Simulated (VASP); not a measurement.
# CrO2 (P4_2/mnm) in VASP: single point with PBE

Aim: the single point of CrO2 with PBE.

Program: VASP 6.6.1. These are calculated values, not measurements. Logs are shortened: lines on timing, memory, paths and dates and some standing lists are left out, and cuts for length are marked.

## Step 1: Starting point

The structure is tetragonal, space group P4_2/mnm (No. 136). The conventional cell has a = 4.421 Å, b = 4.421 Å, c = 2.917 Å, α = 90.00°, β = 90.00°, γ = 90.00°. Around Cr (site symmetry mmm) lie 6 O at 1.88 to 1.92 Å. O (site symmetry m2m) is surrounded by 3 Cr at 1.88 to 1.92 Å.

## Step 2: Single point, PBE, collinear spin, typed start

Input file INCAR:

```
SYSTEM = CrO2
ALGO = Normal ; EDIFF = 1E-6
ENCUT = 520 ; GGA = PE
ISIF = 2 ; ISMEAR = -1
ISPIN = 2 ; LASPH = .TRUE.
LCHARG = .TRUE. ; LELF = .TRUE.
LMAXMIX = 4 ; LORBIT = 11
LREAL = .FALSE. ; LVHAR = .TRUE.
LWAVE = .FALSE. ; MAGMOM = 3.9 -3.9 0 0 0 0
NBANDS = 37 ; NELM = 150
PREC = Accurate ; SIGMA = 0.05
```

Input file KPOINTS:

```
k-points
0
G
  5 5 8
  0 0 0
```

Input file POSCAR:

```
CrO2
1.0
    4.4210000000      0.0000000000      0.0000000000
    0.0000000000      4.4210000000      0.0000000000
    0.0000000000      0.0000000000      2.9170000000
Cr O
2 4
Direct
    0.0000000000      0.0000000000      0.0000000000
    0.5000000000      0.5000000000      0.5000000000
    0.3010000000      0.3010000000      0.0000000000
    0.1990000000      0.8010000000      0.5000000000
    0.6990000000      0.6990000000      0.0000000000
    0.8010000000      0.1990000000      0.5000000000
```

Potentials or basis: VASP PAW PBE potentials, release 64 (Cr_pv, O).

Launch:

```sh
cat potpaw_PBE.64/Cr_pv/POTCAR potpaw_PBE.64/O/POTCAR > POTCAR
mpirun -np 1 vasp_std > vasp.out
```

OUTCAR:

```text
SYSTEM = CrO2
   EDIFF = 1E-6
   ENCUT = 520
   GGA = PE
   ISIF = 2
   ISMEAR = -1
   ISPIN = 2
   LASPH = .TRUE.
   LORBIT = 11
   LREAL = .FALSE.
   NELM = 150
   PREC = Accurate

 ion  position               nearest neighbor table
   1  0.000  0.000  0.000-   3 1.88   5 1.88   4 1.92   6 1.92   4 1.92   6 1.92
   2  0.500  0.500  0.500-   4 1.88   6 1.88   5 1.92   3 1.92   3 1.92   5 1.92
   3  0.301  0.301  0.000-   1 1.88   2 1.92   2 1.92
   4  0.199  0.801  0.500-   2 1.88   1 1.92   1 1.92
   5  0.699  0.699  0.000-   1 1.88   2 1.92   2 1.92
   6  0.801  0.199  0.500-   2 1.88   1 1.92   1 1.92

  LATTYP: Found a simple tetragonal cell.
 ALAT       =     4.4210000000
 C/A-ratio  =     0.6598054739

  Lattice vectors:

 A1 = (   4.4210000000,   0.0000000000,   0.0000000000)
 A2 = (   0.0000000000,   4.4210000000,   0.0000000000)
 A3 = (   0.0000000000,   0.0000000000,   2.9170000000)

Analysis of symmetry for initial positions (statically):
=====================================================================
 Subroutine PRICEL returns:
 Original cell was already a primitive cell.

 Routine SETGRP: Setting up the symmetry group for a
 simple tetragonal supercell.

 Subroutine GETGRP returns: Found 16 space group operations
 (whereof  8 operations were pure point group operations)
 out of a pool of 16 trial point group operations.

The static configuration has the point symmetry D_2h.
 The point group associated with its full space group is D_4h.

Analysis of symmetry for dynamics (positions and initial velocities):
=====================================================================
 Subroutine PRICEL returns:
 Original cell was already a primitive cell.

 Routine SETGRP: Setting up the symmetry group for a
 simple tetragonal supercell.

 Subroutine GETGRP returns: Found 16 space group operations
 (whereof  8 operations were pure point group operations)
 out of a pool of 16 trial point group operations.

The dynamic configuration has the point symmetry D_2h.
 The point group associated with its full space group is D_4h.

Analysis of structural, dynamic, and magnetic symmetry:
=====================================================================
 Subroutine PRICEL returns:
 Original cell was already a primitive cell.

 Routine SETGRP: Setting up the symmetry group for a
 simple tetragonal supercell.

 Subroutine GETGRP returns: Found 16 space group operations
 (whereof  8 operations were pure point group operations)
 out of a pool of 16 trial point group operations.

The overall configuration has the point symmetry D_2h.
 The point group associated with its full space group is D_4h.

 Subroutine INISYM returns: Found 16 space group operations
 (whereof  8 operations are pure point group operations),
 and found     1 'primitive' translations

----------------------------------------------------------------------------------------

                                     Primitive cell

  volume of cell :      57.0135

  direct lattice vectors                    reciprocal lattice vectors
     4.421000000  0.000000000  0.000000000     0.226193169  0.000000000  0.000000000
     0.000000000  4.421000000  0.000000000     0.000000000  0.226193169  0.000000000
     0.000000000  0.000000000  2.917000000     0.000000000  0.000000000  0.342817964

  length of vectors
     4.421000000  4.421000000  2.917000000     0.226193169  0.226193169  0.342817964

  position of ions in fractional coordinates (direct lattice)
     0.000000000  0.000000000  0.000000000
     0.500000000  0.500000000  0.500000000
     0.301000000  0.301000000  0.000000000
     0.199000000  0.801000000  0.500000000
     0.699000000  0.699000000  0.000000000
     0.801000000  0.199000000  0.500000000

  ion indices of the primitive-cell ions
   primitive index   ion index
                 1           1
                 2           2
                 3           3
                 4           4
                 5           5
                 6           6

[... 23 lines left out ...]

 Found     30 irreducible k-points:

 Following reciprocal coordinates:
            Coordinates               Weight
  0.000000  0.000000  0.000000      1.000000
  0.200000  0.000000  0.000000      4.000000
  0.400000  0.000000  0.000000      4.000000
  0.200000  0.200000  0.000000      4.000000
  0.400000  0.200000  0.000000      8.000000
  0.400000  0.400000  0.000000      4.000000
[... 16 lines left out ...]
  0.400000  0.200000  0.375000     16.000000
  0.400000  0.400000  0.375000      8.000000
 [... further k-points ...]
   k-points           NKPTS =     30   k-points in BZ     NKDIM =     30   number of bands    NBANDS=     37
   number of dos      NEDOS =    301   number of ions     NIONS =      6
   total plane-waves  NPLWV =  31104
   dimension x,y,z NGX =    36 NGY =   36 NGZ =   24
   dimension x,y,z NGXF=    72 NGYF=   72 NGZF=   48
   ions per type =               2   4
   NGX,Y,Z   is equivalent  to a cutoff of  13.54, 13.54, 13.68 a.u.
   NGXF,Y,Z  is equivalent  to a cutoff of  27.07, 27.07, 27.36 a.u.
 SYSTEM =  CrO2
   PREC   = accura    normal or accurate (medium, high low for compatibility)
   ISTART =      0    job   : 0-new  1-cont  2-samecut
   ICHARG =      2    charge: 1-file 2-atom 10-const
   ISPIN  =      2    spin polarized calculation?
   LNONCOLLINEAR =      F non collinear calculations
   LSORBIT =      F    spin-orbit coupling
   LASPH  =      T    aspherical Exc in radial PAW
   ENCUT  =  520.0 eV  38.22 Ry    6.18 a.u.   8.22  8.22  5.42*2*pi/ulx,y,z
   NELM   =    150;   NELMIN=  2; NELMDL= -5     # of ELM steps
   EDIFF  = 0.1E-05   stopping-criterion for ELM
   LREAL  =      F    real-space projection
[... 7 lines left out ...]
   TEBEG  =    0.0;   TEEND  =   0.0 temperature during run
   PSTRESS=    0.0 pullay stress
   NELECT =      48.0000    total number of electrons
   NUPDOWN=      -1.0000    fix difference up-down
   EMIN   =  10.00;   EMAX   =-10.00  energy-range for DOS
   EFERMI =   0.00;   METHOD = LEGACY
   ISMEAR =    -1;   SIGMA  =   0.05  broadening in eV -4-tet -1-fermi 0-gaus
   EFERMI_NEDOS =   21; number of points for ismear=-14 and -15
   IALGO  =     38    algorithm
   IMIX   =      4    mixing-type and parameters
     AMIX     =   0.40;   BMIX     =  1.00
     AMIX_MAG =   1.60;   BMIX_MAG =  1.00
  volume/ion in A,a.u.               =       9.50        64.12
  Fermi-wavevector in a.u.,A,eV,Ry     =   1.545834  2.921202 32.512505  2.389602
  Thomas-Fermi vector in A             =   2.651156
   LORBIT       =     11    0 simple, 1 ext, 2 COOP (PROOUT), +10 PAW based schemes
   GGA     = PE    functional components
   LHFCALC =     F    Hartree Fock is set to
   AEXX    =    0.0000 exact exchange contribution
   IVDW    =     0    specifies the selected vdW correction
   LEPSILON=     F    determine dielectric tensor
   LRPA    =     F    only Hartree local field effects (RPA)
 spin polarized calculation
  energy-cutoff  :      520.00
  volume of cell :       57.01
 maximum number of plane-waves:      1567
 NGX is ok and might be reduce to    36
   NGX = 17   NGY = 17   NGZ = 11

 number of electron      48.0000028 magnetization       0.0000000

 number of electron      48.0000028 magnetization      -0.0000000

 Free energy of the ion-electron system (eV)
  ---------------------------------------------------
  ext. energy  EPLUGINS =         0.00000000
  ---------------------------------------------------
  free energy    TOTEN  =       -50.01771093 eV

  energy without entropy =      -49.98838601  energy(sigma->0) =      -50.00304847

 E-fermi :   5.5485     XC(G=0): -11.9200

 val. band max:        5.4974116306   @ k =   0.4000   0.0000   0.2500
 cond. band min:       5.5762745249   @ k =   0.4000   0.4000   0.3750
 fundamental gap:      0.0788628943
 Fermi energy:         5.5484958875

 spin component 1

 k-point     1 :       0.0000    0.0000    0.0000
  band No.  band energies     occupation
      1     -39.0366      1.00000
      2     -38.9550      1.00000
      3     -38.9296      1.00000
      4     -37.4280      1.00000
      5     -37.0372      1.00000
      6     -36.7975      1.00000
[... 925 lines left out ...]
     35      17.1147      0.00000
     36      17.5427      0.00000

 [... further k-points ...]

 spin component 2

 k-point     1 :       0.0000    0.0000    0.0000
  band No.  band energies     occupation
      1     -39.0366      1.00000
      2     -38.9550      1.00000
      3     -38.9296      1.00000
      4     -37.4280      1.00000
      5     -37.0372      1.00000
      6     -36.7975      1.00000
[... 925 lines left out ...]
     35      17.1700      0.00000
     36      17.4646      0.00000

 [... further k-points ...]

 [bands above 36 left out]

------------------------ aborting loop because EDIFF is reached ----------------------------------------

  FORCE on cell =-STRESS in cart. coord.  units (eV):
  Direction    XX          YY          ZZ          XY          YZ          ZX
  --------------------------------------------------------------------------------------
  -------------------------------------------------------------------------------------
  Total        1.2164213      1.2164213     -0.2751886      0.0000000      0.0000000      0.0000000
  in kB       34.1835468     34.1835468     -7.7332782      0.0000000      0.0000000      0.0000000
  external PRESSURE =      20.2112718 kB  Pullay stress =       0.0000000 kB

 VOLUME and BASIS-vectors are now :
 -----------------------------------------------------------------------------
  energy-cutoff  :      520.00
  volume of cell :       57.01
      direct lattice vectors                 reciprocal lattice vectors
     4.421000000  0.000000000  0.000000000     0.226193169  0.000000000  0.000000000
     0.000000000  4.421000000  0.000000000     0.000000000  0.226193169  0.000000000
     0.000000000  0.000000000  2.917000000     0.000000000  0.000000000  0.342817964

 POSITION                                       TOTAL-FORCE (eV/Angst)
 -----------------------------------------------------------------------------------
      0.00000      0.00000      0.00000        -0.000000     -0.000000      0.000000
      2.21050      2.21050      1.45850        -0.000000     -0.000000      0.000000
      1.33072      1.33072      0.00000         0.274151      0.274151      0.000000
      0.87978      3.54122      1.45850        -0.274151      0.274151      0.000000
      3.09028      3.09028      0.00000        -0.274151     -0.274151      0.000000
      3.54122      0.87978      1.45850         0.274151     -0.274151      0.000000
 -----------------------------------------------------------------------------------
    total drift:                                0.000000      0.000000      0.000000

  FREE ENERGIE OF THE ION-ELECTRON SYSTEM (eV)
  ---------------------------------------------------
  free  energy   TOTEN  =       -50.0177109342 eV

  energy  without entropy=      -49.9883860150  energy(sigma->0) =      -50.00304847

 total charge

# of ion       s       p       d       tot
------------------------------------------
    1        0.364   6.461   4.040  10.865
    2        0.364   6.461   4.040  10.865
    3        1.572   3.460   0.000   5.032
    4        1.572   3.460   0.000   5.032
    5        1.572   3.460   0.000   5.032
    6        1.572   3.460   0.000   5.032
--------------------------------------------------
tot          7.017  26.763   8.079  41.860

 magnetization (x)

# of ion       s       p       d       tot
------------------------------------------
    1        0.014   0.015   1.748   1.776
    2       -0.014  -0.015  -1.748  -1.776
    3        0.000   0.018   0.000   0.019
    4       -0.000  -0.018   0.000  -0.019
    5        0.000   0.018   0.000   0.019
    6       -0.000  -0.018   0.000  -0.019
--------------------------------------------------
tot          0.000   0.000  -0.000  -0.000
```

Wall time 53 s (1 thread of Intel Xeon 6975P-C (Granite Rapids), shared host); peak memory 0.24 GiB.

What came out:

```
Free energy                                           : -50.0177 eV
Pressure                                              : 2.0 GPa
Largest force                                         : 0.388 eV/Å
Band gap on the k mesh                                : none (metal or under the smearing width)
Net moment                                            : 0.00 μB per cell
Site moments                                          : Cr +1.78, -1.78; O +0.02, -0.02 μB
Valence electrons inside the program's atomic spheres : Cr 10.87; O 5.03
```

Forces on the atoms (eV/Å):
```
Cr   0.000  0.000  0.000
Cr   0.000  0.000  0.000
O    0.274  0.274  0.000
O   -0.274  0.274  0.000
O   -0.274 -0.274  0.000
O    0.274 -0.274  0.000
```

Stress tensor (GPa, compression positive):
```
 3.42  0.00  0.00
 0.00  3.42  0.00
 0.00  0.00 -0.77
```

Caveat: semilocal functionals often make such compounds metallic where correlation or magnetic order opens a gap, which also shifts bond lengths.
